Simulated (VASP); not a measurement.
# Y (P6_3/mmc) in VASP: notebook, part 2 of 7

VASP 6.6.1. The steps go on from the part before.

**9. Equation of state, PBEsol, 34.00 Å³/atom**

INCAR reads:

```
SYSTEM = Y
PREC = Accurate ; ENCUT = 400
EDIFF = 1E-6 ; ISMEAR = -1
SIGMA = 0.15 ; LREAL = .FALSE.
LASPH = .TRUE. ; NELM = 100
ALGO = Normal ; ISIF = 2
LWAVE = .FALSE. ; LCHARG = .FALSE.
GGA = PS ; ADDGRID = .FALSE.
```

KPOINTS reads:

```
Automatic mesh
0
G
  2 2 1
  0 0 0
```

POSCAR reads:

```
Y
1.0
    3.6835152200      0.0000000000      0.0000000000
   -1.8417576100      3.1900177558      0.0000000000
    0.0000000000      0.0000000000      5.7873423041
Y
2
Direct
    0.6666666667      0.3333333333      0.7500000000
    0.3333333333      0.6666666667      0.2500000000
```

Potentials or basis: VASP PAW PBE potentials, release 64 (Y_sv).

Run with:

```
> cat potpaw_PBE.64/Y_sv/POTCAR > POTCAR
> mpirun -np 1 vasp_std > vasp.out
```

Wall time 8.2 s (1 thread of Intel Xeon Platinum 8488C (Sapphire Rapids), shared host); peak memory 0.15 GiB.

The run converged, but some of its settings lie outside the range that counts as converged, so its numbers aren't taken as properties of the crystal.

What came out:

| Property | Result |
| --- | --- |
| Free energy | -14.8155 eV |
| Pressure | -10.5 GPa |
| Band gap on the k mesh | none (metal or under the smearing width) |

Caveat: the k mesh is coarse (spacing up to 1.09 Å⁻¹), so the values aren't converged; the PAW data sets were made with another functional, which shifts forces and pressure a little.

**10. Equation of state, PBEsol, 32.02 Å³/atom**

INCAR, as its differences from that of step 9:

```diff
@@ -1,3 +1,3 @@
 SYSTEM = Y
-PREC = Accurate ; ENCUT = 400
+PREC = Accurate ; ENCUT = 450
 EDIFF = 1E-6 ; ISMEAR = -1
```

KPOINTS is that of step 9.

POSCAR reads:

```
Y
1.0
    3.6105550567      0.0000000000      0.0000000000
   -1.8052775283      3.1268324009      0.0000000000
    0.0000000000      0.0000000000      5.6727111937
Y
2
Direct
    0.6666666667      0.3333333333      0.7500000000
    0.3333333333      0.6666666667      0.2500000000
```

Run with:

```
> cat potpaw_PBE.64/Y_sv/POTCAR > POTCAR
> mpirun -np 1 vasp_std > vasp.out
```

It took 11 s on 1 thread of Intel Xeon Platinum 8488C (Sapphire Rapids), shared host; peak memory 0.17 GiB.

These settings aren't checked as converged: the numbers below hold their error.

What came out:

| Item | Value |
| --- | --- |
| Free energy | -15.0682 eV |
| Pressure | -9.9 GPa |
| Band gap on the k mesh | none (metal or under the smearing width) |

Caveat: the k mesh is coarse (spacing up to 1.11 Å⁻¹), so the values aren't converged; the PAW data sets were made with another functional, which shifts forces and pressure a little.

**11. Equation of state, PBEsol, 34.00 Å³/atom**

INCAR is that of step 10.

KPOINTS is that of step 10.

POSCAR reads:

```
Y
1.0
    3.6835152200      0.0000000000      0.0000000000
   -1.8417576100      3.1900177558      0.0000000000
    0.0000000000      0.0000000000      5.7873423041
Y
2
Direct
    0.6666666667      0.3333333333      0.7500000000
    0.3333333333      0.6666666667      0.2500000000
```

Run with:

```
> cat potpaw_PBE.64/Y_sv/POTCAR > POTCAR
> mpirun -np 1 vasp_std > vasp.out
```

Run time: 14 s. Hardware: 1 thread of Intel Xeon Platinum 8488C (Sapphire Rapids), shared host; peak memory 0.17 GiB.

These settings aren't checked as converged: the numbers below hold their error.

What came out:

| Property | Result |
| --- | --- |
| Free energy | -14.8156 eV |
| Pressure | -10.5 GPa |
| Band gap on the k mesh | none (metal or under the smearing width) |

Caveat: the k mesh is coarse (spacing up to 1.09 Å⁻¹), so the values aren't converged; the PAW data sets were made with another functional, which shifts forces and pressure a little.

**12. Equation of state, PBEsol, 32.02 Å³/atom**

INCAR, as its differences from that of step 11:

```diff
@@ -1,3 +1,3 @@
 SYSTEM = Y
-PREC = Accurate ; ENCUT = 450
+PREC = Accurate ; ENCUT = 550
 EDIFF = 1E-6 ; ISMEAR = -1
```

KPOINTS is that of step 11.

POSCAR reads:

```
Y
1.0
    3.6105550567      0.0000000000      0.0000000000
   -1.8052775283      3.1268324009      0.0000000000
    0.0000000000      0.0000000000      5.6727111937
Y
2
Direct
    0.6666666667      0.3333333333      0.7500000000
    0.3333333333      0.6666666667      0.2500000000
```

Potentials or basis: VASP PAW PBE potentials, release 64 (Y_sv).

Run with:

```
> cat potpaw_PBE.64/Y_sv/POTCAR > POTCAR
> mpirun -np 1 vasp_std > vasp.out
```

Run time: 10 s. Hardware: 1 thread of Intel Xeon Platinum 8488C (Sapphire Rapids), shared host; peak memory 0.18 GiB.

The run converged, but some of its settings lie outside the range that counts as converged, so its numbers aren't taken as properties of the crystal.

Results:

* Free energy: -15.0686 eV
* Pressure: -9.8 GPa
* Band gap on the k mesh: none (metal or under the smearing width)

Caveat: the k mesh is coarse (spacing up to 1.11 Å⁻¹), so the values aren't converged; the PAW data sets were made with another functional, which shifts forces and pressure a little.

**13. Equation of state, PBEsol, 34.00 Å³/atom**

INCAR is that of step 12.

KPOINTS is that of step 12.

POSCAR reads:

```
Y
1.0
    3.6835152200      0.0000000000      0.0000000000
   -1.8417576100      3.1900177558      0.0000000000
    0.0000000000      0.0000000000      5.7873423041
Y
2
Direct
    0.6666666667      0.3333333333      0.7500000000
    0.3333333333      0.6666666667      0.2500000000
```

Run with:

```
> cat potpaw_PBE.64/Y_sv/POTCAR > POTCAR
> mpirun -np 1 vasp_std > vasp.out
```

Run time: 15 s. Hardware: 1 thread of Intel Xeon Platinum 8488C (Sapphire Rapids), shared host; peak memory 0.18 GiB.

The run converged, but some of its settings lie outside the range that counts as converged, so its numbers aren't taken as properties of the crystal.

What came out:

```yaml
Free_energy: -14.8159 eV
Pressure: -10.5 GPa
Band_gap_on_the_k_mesh: none (metal or under the smearing width)
```

Caveat: the k mesh is coarse (spacing up to 1.09 Å⁻¹), so the values aren't converged; the PAW data sets were made with another functional, which shifts forces and pressure a little.

**14. Equation of state, PBEsol, 32.02 Å³/atom**

INCAR, as its differences from that of step 13:

```diff
@@ -1,3 +1,3 @@
 SYSTEM = Y
-PREC = Accurate ; ENCUT = 550
+PREC = Accurate ; ENCUT = 700
 EDIFF = 1E-6 ; ISMEAR = -1
```

KPOINTS is that of step 13.

POSCAR reads:

```
Y
1.0
    3.6105550567      0.0000000000      0.0000000000
   -1.8052775283      3.1268324009      0.0000000000
    0.0000000000      0.0000000000      5.6727111937
Y
2
Direct
    0.6666666667      0.3333333333      0.7500000000
    0.3333333333      0.6666666667      0.2500000000
```

Run with:

```
> cat potpaw_PBE.64/Y_sv/POTCAR > POTCAR
> mpirun -np 1 vasp_std > vasp.out
```

Run time: 14 s. Hardware: 1 thread of Intel Xeon Platinum 8488C (Sapphire Rapids), shared host; peak memory 0.21 GiB.

These settings aren't checked as converged: the numbers below hold their error.

What came out:

```
Free energy            : -15.0686 eV
Pressure               : -9.8 GPa
Band gap on the k mesh : none (metal or under the smearing width)
```

Caveat: the k mesh is coarse (spacing up to 1.11 Å⁻¹), so the values aren't converged; the PAW data sets were made with another functional, which shifts forces and pressure a little.

**15. Equation of state, PBEsol, 34.00 Å³/atom**

INCAR is that of step 14.

KPOINTS is that of step 14.

POSCAR reads:

```
Y
1.0
    3.6835152200      0.0000000000      0.0000000000
   -1.8417576100      3.1900177558      0.0000000000
    0.0000000000      0.0000000000      5.7873423041
Y
2
Direct
    0.6666666667      0.3333333333      0.7500000000
    0.3333333333      0.6666666667      0.2500000000
```

Potentials or basis: VASP PAW PBE potentials, release 64 (Y_sv).

Run with:

```
> cat potpaw_PBE.64/Y_sv/POTCAR > POTCAR
> mpirun -np 1 vasp_std > vasp.out
```

Wall time 13 s (1 thread of Intel Xeon Platinum 8488C (Sapphire Rapids), shared host); peak memory 0.22 GiB.

These settings aren't checked as converged: the numbers below hold their error.

What came out:

| Quantity | Value |
| --- | --- |
| Free energy | -14.8160 eV |
| Pressure | -10.5 GPa |
| Band gap on the k mesh | none (metal or under the smearing width) |

Caveat: the k mesh is coarse (spacing up to 1.09 Å⁻¹), so the values aren't converged; the PAW data sets were made with another functional, which shifts forces and pressure a little.

**16. Equation of state, PBEsol, 32.02 Å³/atom**

INCAR, as its differences from that of step 15:

```diff
@@ -1,3 +1,3 @@
 SYSTEM = Y
-PREC = Accurate ; ENCUT = 700
+PREC = Accurate ; ENCUT = 300
 EDIFF = 1E-6 ; ISMEAR = -1
```

KPOINTS reads:

```
Automatic mesh
0
G
  7 7 4
  0 0 0
```

POSCAR reads:

```
Y
1.0
    3.6105550567      0.0000000000      0.0000000000
   -1.8052775283      3.1268324009      0.0000000000
    0.0000000000      0.0000000000      5.6727111937
Y
2
Direct
    0.6666666667      0.3333333333      0.7500000000
    0.3333333333      0.6666666667      0.2500000000
```

Run with:

```
> cat potpaw_PBE.64/Y_sv/POTCAR > POTCAR
> mpirun -np 1 vasp_std > vasp.out
```

Wall time 13 s (1 thread of Intel Xeon Platinum 8488C (Sapphire Rapids), shared host); peak memory 0.14 GiB.

The run converged, but some of its settings lie outside the range that counts as converged, so its numbers aren't taken as properties of the crystal.

Results:

- Free energy: -13.7634 eV
- Pressure: -1.0 GPa
- Band gap on the k mesh: none (metal or under the smearing width)

Caveat: the PAW data sets were made with another functional, which shifts forces and pressure a little.

**17. Equation of state, PBEsol, 34.00 Å³/atom**

INCAR is that of step 16.

KPOINTS is that of step 16.

POSCAR reads:

```
Y
1.0
    3.6835152200      0.0000000000      0.0000000000
   -1.8417576100      3.1900177558      0.0000000000
    0.0000000000      0.0000000000      5.7873423041
Y
2
Direct
    0.6666666667      0.3333333333      0.7500000000
    0.3333333333      0.6666666667      0.2500000000
```

Run with:

```
> cat potpaw_PBE.64/Y_sv/POTCAR > POTCAR
> mpirun -np 1 vasp_std > vasp.out
```

Run time: 15 s. Hardware: 1 thread of Intel Xeon Platinum 8488C (Sapphire Rapids), shared host; peak memory 0.15 GiB.

The run converged, but some of its settings lie outside the range that counts as converged, so its numbers aren't taken as properties of the crystal.

Results:

```
Free energy            : -13.7168 eV
Pressure               : -3.1 GPa
Band gap on the k mesh : none (metal or under the smearing width)
```

Caveat: the PAW data sets were made with another functional, which shifts forces and pressure a little.

**18. Equation of state, PBEsol, 32.02 Å³/atom**

INCAR, as its differences from that of step 17:

```diff
@@ -1,3 +1,3 @@
 SYSTEM = Y
-PREC = Accurate ; ENCUT = 300
+PREC = Accurate ; ENCUT = 350
 EDIFF = 1E-6 ; ISMEAR = -1
```

KPOINTS is that of step 17.

POSCAR reads:

```
Y
1.0
    3.6105550567      0.0000000000      0.0000000000
   -1.8052775283      3.1268324009      0.0000000000
    0.0000000000      0.0000000000      5.6727111937
Y
2
Direct
    0.6666666667      0.3333333333      0.7500000000
    0.3333333333      0.6666666667      0.2500000000
```

Potentials or basis: VASP PAW PBE potentials, release 64 (Y_sv).

Run with:

```
> cat potpaw_PBE.64/Y_sv/POTCAR > POTCAR
> mpirun -np 1 vasp_std > vasp.out
```

Run time: 14 s. Hardware: 1 thread of Intel Xeon Platinum 8488C (Sapphire Rapids), shared host; peak memory 0.15 GiB.

The run converged, but some of its settings lie outside the range that counts as converged, so its numbers aren't taken as properties of the crystal.

Results:

```yaml
Free_energy: -13.7681 eV
Pressure: -0.8 GPa
Band_gap_on_the_k_mesh: none (metal or under the smearing width)
```

Caveat: the PAW data sets were made with another functional, which shifts forces and pressure a little.

**19. Equation of state, PBEsol, 34.00 Å³/atom**

INCAR is that of step 18.

KPOINTS is that of step 18.

POSCAR reads:

```
Y
1.0
    3.6835152200      0.0000000000      0.0000000000
   -1.8417576100      3.1900177558      0.0000000000
    0.0000000000      0.0000000000      5.7873423041
Y
2
Direct
    0.6666666667      0.3333333333      0.7500000000
    0.3333333333      0.6666666667      0.2500000000
```

Run with:

```
> cat potpaw_PBE.64/Y_sv/POTCAR > POTCAR
> mpirun -np 1 vasp_std > vasp.out
```

It took 14 s on 1 thread of Intel Xeon Platinum 8488C (Sapphire Rapids), shared host; peak memory 0.16 GiB.

These settings aren't checked as converged: the numbers below hold their error.

What came out:

```yaml
Free_energy: -13.7209 eV
Pressure: -3.0 GPa
Band_gap_on_the_k_mesh: none (metal or under the smearing width)
```

Caveat: the PAW data sets were made with another functional, which shifts forces and pressure a little.

**20. Equation of state, PBEsol, 32.02 Å³/atom**

INCAR, as its differences from that of step 19:

```diff
@@ -1,3 +1,3 @@
 SYSTEM = Y
-PREC = Accurate ; ENCUT = 350
+PREC = Accurate ; ENCUT = 400
 EDIFF = 1E-6 ; ISMEAR = -1
```

KPOINTS is that of step 19.

POSCAR reads:

```
Y
1.0
    3.6105550567      0.0000000000      0.0000000000
   -1.8052775283      3.1268324009      0.0000000000
    0.0000000000      0.0000000000      5.6727111937
Y
2
Direct
    0.6666666667      0.3333333333      0.7500000000
    0.3333333333      0.6666666667      0.2500000000
```

Run with:

```
> cat potpaw_PBE.64/Y_sv/POTCAR > POTCAR
> mpirun -np 1 vasp_std > vasp.out
```

Run time: 15 s. Hardware: 1 thread of Intel Xeon Platinum 8488C (Sapphire Rapids), shared host; peak memory 0.16 GiB.

The run converged, but some of its settings lie outside the range that counts as converged, so its numbers aren't taken as properties of the crystal.

What came out:

* Free energy: -13.7682 eV
* Pressure: -0.8 GPa
* Band gap on the k mesh: none (metal or under the smearing width)

Caveat: the PAW data sets were made with another functional, which shifts forces and pressure a little.

**21. Equation of state, PBEsol, 34.00 Å³/atom**

INCAR is that of step 20.

KPOINTS is that of step 20.

POSCAR reads:

```
Y
1.0
    3.6835152200      0.0000000000      0.0000000000
   -1.8417576100      3.1900177558      0.0000000000
    0.0000000000      0.0000000000      5.7873423041
Y
2
Direct
    0.6666666667      0.3333333333      0.7500000000
    0.3333333333      0.6666666667      0.2500000000
```

Potentials or basis: VASP PAW PBE potentials, release 64 (Y_sv).

Run with:

```
> cat potpaw_PBE.64/Y_sv/POTCAR > POTCAR
> mpirun -np 1 vasp_std > vasp.out
```

Run time: 12 s. Hardware: 1 thread of Intel Xeon Platinum 8488C (Sapphire Rapids), shared host; peak memory 0.16 GiB.

The run converged, but some of its settings lie outside the range that counts as converged, so its numbers aren't taken as properties of the crystal.

What came out:

```yaml
Free_energy: -13.7210 eV
Pressure: -3.0 GPa
Band_gap_on_the_k_mesh: none (metal or under the smearing width)
```

Caveat: the PAW data sets were made with another functional, which shifts forces and pressure a little.

**22. Equation of state, PBEsol, 32.02 Å³/atom**

INCAR, as its differences from that of step 21:

```diff
@@ -1,3 +1,3 @@
 SYSTEM = Y
-PREC = Accurate ; ENCUT = 400
+PREC = Accurate ; ENCUT = 450
 EDIFF = 1E-6 ; ISMEAR = -1
```

KPOINTS is that of step 21.

POSCAR reads:

```
Y
1.0
    3.6105550567      0.0000000000      0.0000000000
   -1.8052775283      3.1268324009      0.0000000000
    0.0000000000      0.0000000000      5.6727111937
Y
2
Direct
    0.6666666667      0.3333333333      0.7500000000
    0.3333333333      0.6666666667      0.2500000000
```

Run with:

```
> cat potpaw_PBE.64/Y_sv/POTCAR > POTCAR
> mpirun -np 1 vasp_std > vasp.out
```

It took 18 s on 1 thread of Intel Xeon Platinum 8488C (Sapphire Rapids), shared host; peak memory 0.19 GiB.

These settings aren't checked as converged: the numbers below hold their error.

Results:

```yaml
Free_energy: -13.7684 eV
Pressure: -0.8 GPa
Band_gap_on_the_k_mesh: none (metal or under the smearing width)
```

Caveat: the PAW data sets were made with another functional, which shifts forces and pressure a little.

**23. Equation of state, PBEsol, 34.00 Å³/atom**

INCAR is that of step 22.

KPOINTS is that of step 22.

POSCAR reads:

```
Y
1.0
    3.6835152200      0.0000000000      0.0000000000
   -1.8417576100      3.1900177558      0.0000000000
    0.0000000000      0.0000000000      5.7873423041
Y
2
Direct
    0.6666666667      0.3333333333      0.7500000000
    0.3333333333      0.6666666667      0.2500000000
```

Run with:

```
> cat potpaw_PBE.64/Y_sv/POTCAR > POTCAR
> mpirun -np 1 vasp_std > vasp.out
```

Wall time 22 s (1 thread of Intel Xeon Platinum 8488C (Sapphire Rapids), shared host); peak memory 0.18 GiB.

The run converged, but some of its settings lie outside the range that counts as converged, so its numbers aren't taken as properties of the crystal.

Results:

- Free energy: -13.7212 eV
- Pressure: -3.0 GPa
- Band gap on the k mesh: none (metal or under the smearing width)

Caveat: the PAW data sets were made with another functional, which shifts forces and pressure a little.

**24. Equation of state, PBEsol, 32.02 Å³/atom**

INCAR, as its differences from that of step 23:

```diff
@@ -1,3 +1,3 @@
 SYSTEM = Y
-PREC = Accurate ; ENCUT = 450
+PREC = Accurate ; ENCUT = 300
 EDIFF = 1E-6 ; ISMEAR = -1
```

KPOINTS reads:

```
Automatic mesh
0
G
  9 9 5
  0 0 0
```

POSCAR reads:

```
Y
1.0
    3.6105550567      0.0000000000      0.0000000000
   -1.8052775283      3.1268324009      0.0000000000
    0.0000000000      0.0000000000      5.6727111937
Y
2
Direct
    0.6666666667      0.3333333333      0.7500000000
    0.3333333333      0.6666666667      0.2500000000
```

Potentials or basis: VASP PAW PBE potentials, release 64 (Y_sv).

Run with:

```
> cat potpaw_PBE.64/Y_sv/POTCAR > POTCAR
> mpirun -np 1 vasp_std > vasp.out
```

Run time: 14 s. Hardware: 1 thread of Intel Xeon Platinum 8488C (Sapphire Rapids), shared host; peak memory 0.15 GiB.

The run converged, but some of its settings lie outside the range that counts as converged, so its numbers aren't taken as properties of the crystal.

Results:

* Free energy: -13.7619 eV
* Pressure: -1.0 GPa
* Band gap on the k mesh: none (metal or under the smearing width)

Caveat: the PAW data sets were made with another functional, which shifts forces and pressure a little.

**25. Equation of state, PBEsol, 34.00 Å³/atom**

INCAR is that of step 24.

KPOINTS is that of step 24.

POSCAR reads:

```
Y
1.0
    3.6835152200      0.0000000000      0.0000000000
   -1.8417576100      3.1900177558      0.0000000000
    0.0000000000      0.0000000000      5.7873423041
Y
2
Direct
    0.6666666667      0.3333333333      0.7500000000
    0.3333333333      0.6666666667      0.2500000000
```

Run with:

```
> cat potpaw_PBE.64/Y_sv/POTCAR > POTCAR
> mpirun -np 1 vasp_std > vasp.out
```

Wall time 15 s (1 thread of Intel Xeon Platinum 8488C (Sapphire Rapids), shared host); peak memory 0.16 GiB.

The run converged, but some of its settings lie outside the range that counts as converged, so its numbers aren't taken as properties of the crystal.

Results:

- Free energy: -13.7147 eV
- Pressure: -3.1 GPa
- Band gap on the k mesh: none (metal or under the smearing width)

Caveat: the PAW data sets were made with another functional, which shifts forces and pressure a little.

**26. Equation of state, PBEsol, 32.02 Å³/atom**

INCAR, as its differences from that of step 25:

```diff
@@ -1,3 +1,3 @@
 SYSTEM = Y
-PREC = Accurate ; ENCUT = 300
+PREC = Accurate ; ENCUT = 550
 EDIFF = 1E-6 ; ISMEAR = -1
```

KPOINTS reads:

```
Automatic mesh
0
G
  7 7 4
  0 0 0
```

POSCAR reads:

```
Y
1.0
    3.6105550567      0.0000000000      0.0000000000
   -1.8052775283      3.1268324009      0.0000000000
    0.0000000000      0.0000000000      5.6727111937
Y
2
Direct
    0.6666666667      0.3333333333      0.7500000000
    0.3333333333      0.6666666667      0.2500000000
```

Run with:

```
> cat potpaw_PBE.64/Y_sv/POTCAR > POTCAR
> mpirun -np 1 vasp_std > vasp.out
```

It took 25 s on 1 thread of Intel Xeon Platinum 8488C (Sapphire Rapids), shared host; peak memory 0.2 GiB.

The run converged, but some of its settings lie outside the range that counts as converged, so its numbers aren't taken as properties of the crystal.

Results:

```
Free energy            : -13.7689 eV
Pressure               : -0.8 GPa
Band gap on the k mesh : none (metal or under the smearing width)
```

Caveat: the PAW data sets were made with another functional, which shifts forces and pressure a little.

**27. Equation of state, PBEsol, 34.00 Å³/atom**

INCAR is that of step 26.

KPOINTS is that of step 26.

POSCAR reads:

```
Y
1.0
    3.6835152200      0.0000000000      0.0000000000
   -1.8417576100      3.1900177558      0.0000000000
    0.0000000000      0.0000000000      5.7873423041
Y
2
Direct
    0.6666666667      0.3333333333      0.7500000000
    0.3333333333      0.6666666667      0.2500000000
```

Potentials or basis: VASP PAW PBE potentials, release 64 (Y_sv).

Run with:

```
> cat potpaw_PBE.64/Y_sv/POTCAR > POTCAR
> mpirun -np 1 vasp_std > vasp.out
```

Wall time 21 s (1 thread of Intel Xeon Platinum 8488C (Sapphire Rapids), shared host); peak memory 0.2 GiB.

The run converged, but some of its settings lie outside the range that counts as converged, so its numbers aren't taken as properties of the crystal.

Results:

* Free energy: -13.7215 eV
* Pressure: -3.0 GPa
* Band gap on the k mesh: none (metal or under the smearing width)

Caveat: the PAW data sets were made with another functional, which shifts forces and pressure a little.

[end of part 2 of 7]
